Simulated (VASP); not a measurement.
# K (Fm-3m) in VASP: further runs

Runs on K. Level: PBE. Tasks: relaxation of cell and atoms.

All numbers are computed with VASP 6.6.1; they aren't measurements. Logs are shortened: lines on timing, memory, paths and dates and some standing lists are left out, and cuts for length are marked.

## 1. Starting point

It takes space group Fm-3m (No. 225, cubic). The conventional cell has a = 5.048 Å, b = 5.048 Å, c = 5.048 Å, α = 90.00°, β = 90.00°, γ = 90.00°. Around K (site symmetry m-3m) lie 12 K at 3.57 Å.

This isn't the form of K at room conditions, which is bcc.

## 2. Relaxation of cell and atoms, PBE

Input file INCAR:

```
PREC = Accurate
ENCUT = 520
EDIFF = 1E-6
ISMEAR = 0
SIGMA = 0.1
LREAL = False
LASPH = True
NELM = 120
ALGO = Normal
ISIF = 3
LWAVE = False
LCHARG = False
GGA = PE
IBRION = 2
NSW = 90
EDIFFG = -0.01
```

Input file KPOINTS:

```
Automatic mesh
0
Gamma
  15 15 15
```

Input file POSCAR:

```
K
1.0
    0.0000000000      2.5240000000      2.5240000000
    2.5240000000      0.0000000000      2.5240000000
    2.5240000000      2.5240000000      0.0000000000
K
1
Direct
    0.0000000000      0.0000000000      0.0000000000
```

Potentials or basis: VASP PAW PBE potentials, release 64 (K_sv).

Run with:

```
> cat potpaw_PBE.64/K_sv/POTCAR > POTCAR
> mpirun -np 1 vasp_std > vasp.out
```

OUTCAR:

```text
PREC = Accurate
   ENCUT = 520
   EDIFF = 1E-6
   ISMEAR = 0
   LREAL = False
   LASPH = True
   NELM = 120
   ISIF = 3
   GGA = PE
   IBRION = 2
   NSW = 90
   EDIFFG = -0.01

 ion  position               nearest neighbor table
   1  0.000  0.000  0.000-

  LATTYP: Found a face centered cubic cell.
 ALAT       =     5.0480000000

  Lattice vectors:

 A1 = (   0.0000000000,   2.5240000000,   2.5240000000)
 A2 = (   2.5240000000,   0.0000000000,   2.5240000000)
 A3 = (   2.5240000000,   2.5240000000,   0.0000000000)

Analysis of symmetry for initial positions (statically):
=====================================================================
 Subroutine PRICEL returns:
 Original cell was already a primitive cell.

 Routine SETGRP: Setting up the symmetry group for a
 face centered cubic supercell.

 Subroutine GETGRP returns: Found 48 space group operations
 (whereof 48 operations were pure point group operations)
 out of a pool of 48 trial point group operations.

The static configuration has the point symmetry O_h .

Analysis of symmetry for dynamics (positions and initial velocities):
=====================================================================
 Subroutine PRICEL returns:
 Original cell was already a primitive cell.

 Routine SETGRP: Setting up the symmetry group for a
 face centered cubic supercell.

 Subroutine GETGRP returns: Found 48 space group operations
 (whereof 48 operations were pure point group operations)
 out of a pool of 48 trial point group operations.

The dynamic configuration has the point symmetry O_h .

 Subroutine INISYM returns: Found 48 space group operations
 (whereof 48 operations are pure point group operations),
 and found     1 'primitive' translations

----------------------------------------------------------------------------------------

                                     Primitive cell

  volume of cell :      32.1587

  direct lattice vectors                    reciprocal lattice vectors
     0.000000000  2.524000000  2.524000000    -0.198098257  0.198098257  0.198098257
     2.524000000  0.000000000  2.524000000     0.198098257 -0.198098257  0.198098257
     2.524000000  2.524000000  0.000000000     0.198098257  0.198098257 -0.198098257

  length of vectors
     3.569475031  3.569475031  3.569475031     0.343116246  0.343116246  0.343116246

  position of ions in fractional coordinates (direct lattice)
     0.000000000  0.000000000  0.000000000

  ion indices of the primitive-cell ions
   primitive index   ion index
                 1           1

----------------------------------------------------------------------------------------

 KPOINTS: Automatic mesh

Automatic generation of k-mesh.
 Grid dimensions read from file:
 generate k-points for:   15   15   15

 Generating k-lattice:

  Cartesian coordinates                     Fractional coordinates (reciprocal lattice)
    -0.013206550  0.013206550  0.013206550     0.066666667  0.000000000  0.000000000
     0.013206550 -0.013206550  0.013206550     0.000000000  0.066666667  0.000000000
     0.013206550  0.013206550 -0.013206550     0.000000000  0.000000000  0.066666667

  Length of vectors
     0.022874416  0.022874416  0.022874416

  Shift w.r.t. Gamma in fractional coordinates (k-lattice)
     0.000000000  0.000000000  0.000000000

 Subroutine IBZKPT returns following result:
 ===========================================

 Found    120 irreducible k-points:

 Following reciprocal coordinates:
            Coordinates               Weight
  0.000000  0.000000  0.000000      1.000000
  0.066667  0.000000  0.000000      8.000000
  0.133333  0.000000  0.000000      8.000000
  0.200000  0.000000  0.000000      8.000000
  0.266667  0.000000  0.000000      8.000000
  0.333333  0.000000  0.000000      8.000000
[... 16 lines left out ...]
  0.133333  0.133333  0.000000      6.000000
  0.200000  0.133333  0.000000     24.000000
 [... further k-points ...]
   k-points           NKPTS =    120   k-points in BZ     NKDIM =    120   number of bands    NBANDS=      8
   number of dos      NEDOS =    301   number of ions     NIONS =      1
   total plane-waves  NPLWV =  21952
   dimension x,y,z NGX =    28 NGY =   28 NGZ =   28
   dimension x,y,z NGXF=    56 NGYF=   56 NGZF=   56
   ions per type =               1
   NGX,Y,Z   is equivalent  to a cutoff of  13.04, 13.04, 13.04 a.u.
   NGXF,Y,Z  is equivalent  to a cutoff of  26.08, 26.08, 26.08 a.u.
 SYSTEM =  unknown system
   PREC   = accura    normal or accurate (medium, high low for compatibility)
   ISTART =      0    job   : 0-new  1-cont  2-samecut
   ICHARG =      2    charge: 1-file 2-atom 10-const
   ISPIN  =      1    spin polarized calculation?
   LNONCOLLINEAR =      F non collinear calculations
   LSORBIT =      F    spin-orbit coupling
   LASPH  =      T    aspherical Exc in radial PAW
   ENCUT  =  520.0 eV  38.22 Ry    6.18 a.u.   6.64  6.64  6.64*2*pi/ulx,y,z
   NELM   =    120;   NELMIN=  2; NELMDL= -5     # of ELM steps
   EDIFF  = 0.1E-05   stopping-criterion for ELM
   LREAL  =      F    real-space projection
   EDIFFG = -.1E-01   stopping-criterion for IOM
   NSW    =     90    number of steps for IOM
   IBRION =      2    ionic relax: 0-MD 1-quasi-New 2-CG
   NFREE  =      1    steps in history (QN), initial steepest desc. (CG)
   ISIF   =      3    stress and relaxation
   ISYM   =      2    0-nonsym 1-usesym 2-fastsym
   POTIM  = 0.5000    time-step for ionic-motion
   TEBEG  =    0.0;   TEEND  =   0.0 temperature during run
   PSTRESS=    0.0 pullay stress
   NELECT =       9.0000    total number of electrons
   NUPDOWN=      -1.0000    fix difference up-down
   EMIN   =  10.00;   EMAX   =-10.00  energy-range for DOS
   EFERMI =   0.00;   METHOD = LEGACY
   ISMEAR =     0;   SIGMA  =   0.10  broadening in eV -4-tet -1-fermi 0-gaus
   EFERMI_NEDOS =   21; number of points for ismear=-14 and -15
   IALGO  =     38    algorithm
   IMIX   =      4    mixing-type and parameters
     AMIX     =   0.40;   BMIX     =  1.00
     AMIX_MAG =   1.60;   BMIX_MAG =  1.00
  volume/ion in A,a.u.               =      32.16       217.02
  Fermi-wavevector in a.u.,A,eV,Ry     =   1.070836  2.023587 15.601663  1.146690
  Thomas-Fermi vector in A             =   2.206558
   LORBIT       =      0    0 simple, 1 ext, 2 COOP (PROOUT), +10 PAW based schemes
   GGA     = PE    functional components
   LHFCALC =     F    Hartree Fock is set to
   AEXX    =    0.0000 exact exchange contribution
   IVDW    =     0    specifies the selected vdW correction
   LEPSILON=     F    determine dielectric tensor
   LRPA    =     F    only Hartree local field effects (RPA)
 conjugate gradient relaxation of ions
 non-spin polarized calculation
 Gauss-broadening in eV      SIGMA  =   0.10
  energy-cutoff  :      520.00
  volume of cell :       32.16
 maximum number of plane-waves:       893
   NGX = 13   NGY = 13   NGZ = 13

--------------------------------------- Ionic step        1  -------------------------------------------

 number of electron       9.0000001 magnetization

 Free energy of the ion-electron system (eV)
  ---------------------------------------------------
  ext. energy  EPLUGINS =         0.00000000
  ---------------------------------------------------
  free energy    TOTEN  =        -0.13097134 eV

  energy without entropy =       -0.12775844  energy(sigma->0) =       -0.12936489

------------------------ aborting loop because EDIFF is reached ----------------------------------------

  FORCE on cell =-STRESS in cart. coord.  units (eV):
  Direction    XX          YY          ZZ          XY          YZ          ZX
  --------------------------------------------------------------------------------------
  -------------------------------------------------------------------------------------
  Total        2.6092929      2.6092929      2.6092929     -0.0000000      0.0000000      0.0000000
  in kB      129.9976082    129.9976082    129.9976082     -0.0000000      0.0000000      0.0000000
  external PRESSURE =     129.9976082 kB  Pullay stress =       0.0000000 kB
[... 90 lines left out ...]
  energy  without entropy=       -0.9963558761  energy(sigma->0) =       -0.99845843

--------------------------------------- Ionic step        4  -------------------------------------------

 number of electron       8.9999999 magnetization

 E-fermi :   0.0789     XC(G=0):  -5.8546

 val. band max:        0.0698835959   @ k =  -0.2000   0.3333   0.1333
 cond. band min:       0.1074860692   @ k =   0.4667   0.2667   0.0000
 fundamental gap:      0.0376024734
 Fermi energy:         0.0789434847

 k-point     1 :       0.0000    0.0000    0.0000
  band No.  band energies     occupation
      1     -32.0136      2.00000
      2     -15.4564      2.00000
      3     -15.4564      2.00000
      4     -15.4564      2.00000
      5      -2.2045      2.00000
      6       4.3576      0.00000
      7       4.3576      0.00000
      8       4.3576      0.00000
[... 285 lines left out ...]
  energy  without entropy=       -1.0258018037  energy(sigma->0) =       -1.02798455

--------------------------------------- Ionic step        5  -------------------------------------------

 number of electron       9.0000003 magnetization

 Free energy of the ion-electron system (eV)
  ---------------------------------------------------
  ext. energy  EPLUGINS =         0.00000000
  ---------------------------------------------------
  free energy    TOTEN  =        -1.03288126 eV

  energy without entropy =       -1.02843974  energy(sigma->0) =       -1.03066050

 E-fermi :  -0.0349     XC(G=0):  -5.7344

 val. band max:       -0.0444549089   @ k =  -0.2000   0.3333   0.1333
 cond. band min:      -0.0062160756   @ k =   0.4667   0.2667   0.0000
 fundamental gap:      0.0382388332
 Fermi energy:        -0.0348780733

 k-point     1 :       0.0000    0.0000    0.0000
  band No.  band energies     occupation
      1     -32.1522      2.00000
      2     -15.5989      2.00000
      3     -15.5989      2.00000
      4     -15.5989      2.00000
      5      -2.2473      2.00000
      6       4.2002      0.00000
      7       4.2002      0.00000
      8       4.2002      0.00000
[... 281 lines left out ...]
  FREE ENERGIE OF THE ION-ELECTRON SYSTEM (eV)
  ---------------------------------------------------
  free  energy   TOTEN  =        -1.0328812562 eV

  energy  without entropy=       -1.0284397409  energy(sigma->0) =       -1.03066050

 reached required accuracy - stopping structural energy minimisation
```

Wall time 74 s (1 thread of Intel Xeon 6975P-C (Granite Rapids), shared host); peak memory 0.17 GiB.

What came out:

* Free energy: -1.0329 eV
* Relaxed volume: 71.06 Å³/atom
* Relaxed cell: a = 4.649 Å, b = 4.649 Å, c = 4.649 Å, α = 60.00°, β = 60.00°, γ = 60.00°
* Space group after relaxing (to 0.05 Å): Fm-3m (No. 225)
* Energy gained by relaxing: 901.9 meV/atom
* Ionic steps: 5
* Pressure after relaxing: 0.0 GPa
* Band gap on the k mesh: none (metal or under the smearing width)

The path:
```csv
step,energy change (eV),largest force (eV/Å),pressure (GPa),volume (Å³)
1,0.0000,0.0000,13.00,32.16
2,-0.6669,0.0000,4.13,45.90
3,-0.8696,0.0000,1.05,59.87
4,-0.8992,0.0000,0.25,67.70
5,-0.9019,0.0000,0.02,71.06
```

Final structure:
```cif
data_structure
_symmetry_space_group_name_H-M 'P 1'
_symmetry_Int_Tables_number 1
_cell_length_a 4.6492
_cell_length_b 4.6492
_cell_length_c 4.6492
_cell_angle_alpha 60.000
_cell_angle_beta 60.000
_cell_angle_gamma 60.000
_cell_volume 71.06
loop_
_atom_site_label
_atom_site_type_symbol
_atom_site_fract_x
_atom_site_fract_y
_atom_site_fract_z
_atom_site_occupancy
K1 K 0.00000 0.00000 0.00000 1
```

Levels at points of the mesh, in eV from the Fermi level:
```csv
k point,band 2,band 3,band 4,band 5,band 6,band 7,band 8
"(0.00, 0.00, 0.00)",-15.56,-15.56,-15.56,-2.21,4.24,4.24,4.24
```

Caveat: the volume moved by over 15 % at a fixed basis, so the end points are rough; the volume moved by +121 % from the deposited cell, more than functionals usually miss. PBE usually gives volumes a little too large and moduli too small.

## 3. Relaxation of cell and atoms, PBE

This run uses another cell than the first one, of 71.06 Å³/atom, 2.210 times its volume.

Edit INCAR of step 2 so:

```diff
@@ -2,3 +2,3 @@
 ENCUT = 520
-EDIFF = 1E-6
+EDIFF = 1E-7
 ISMEAR = 0
@@ -14,3 +14,4 @@
 IBRION = 2
-NSW = 90
-EDIFFG = -0.01
+NSW = 60
+EDIFFG = -0.005
+POTIM = 0.3
```

KPOINTS is that of step 2.

Input file POSCAR:

```
K                                       
1.0
   -0.0000000000      3.2874877939      3.2874877939
    3.2874877939     -0.0000000000      3.2874877939
    3.2874877939      3.2874877939      0.0000000000
  K             
     1
Direct
     0.0000000000000000    0.0000000000000000    0.0000000000000000
```

Potentials or basis: VASP PAW PBE potentials, release 64 (K_sv).

Run with:

```
> cat potpaw_PBE.64/K_sv/POTCAR > POTCAR
> mpirun -np 1 vasp_std > vasp.out
```

Run time: 2.1 min. Hardware: 1 thread of Intel Xeon 6975P-C (Granite Rapids), shared host; peak memory 0.25 GiB.

The run converged. Its results:

* Free energy: -1.0486 eV
* Relaxed volume: 73.78 Å³/atom
* Relaxed cell: a = 4.708 Å, b = 4.708 Å, c = 4.708 Å, α = 60.00°, β = 60.00°, γ = 60.00°
* Space group after relaxing (to 0.05 Å): Fm-3m (No. 225)
* Energy gained by relaxing: 1.2 meV/atom
* Ionic steps: 5
* Pressure after relaxing: 0.0 GPa
* Band gap on the k mesh: none (metal or under the smearing width)

The path:
| step | energy change (eV) | largest force (eV/Å) | pressure (GPa) | volume (Å³) |
| --- | --- | --- | --- | --- |
| 1 | 0.0000 | 0.0000 | 0.14 | 71.06 |
| 2 | -0.0003 | 0.0000 | 0.12 | 71.45 |
| 3 | -0.0010 | 0.0000 | 0.06 | 72.63 |
| 4 | -0.0009 | 0.0000 | -0.06 | 75.04 |
| 5 | -0.0012 | 0.0000 | 0.00 | 73.78 |

Final structure:
```xyz
1
Lattice="0.0000 3.3289 3.3289 3.3289 0.0000 3.3289 3.3289 3.3289 0.0000" Properties=species:S:1:pos:R:3 pbc="T T T"
K     0.0000    0.0000    0.0000
```

Levels at points of the mesh, in eV from the Fermi level:
```tsv
k point	band 3	band 4	band 5	band 6	band 7	band 8
(0.00, 0.00, 0.00)	-15.59	-15.59	-2.16	4.20	4.20	4.20
```

PBE usually gives volumes a little too large and moduli too small. Zero-point motion and thermal expansion aren't in these numbers.
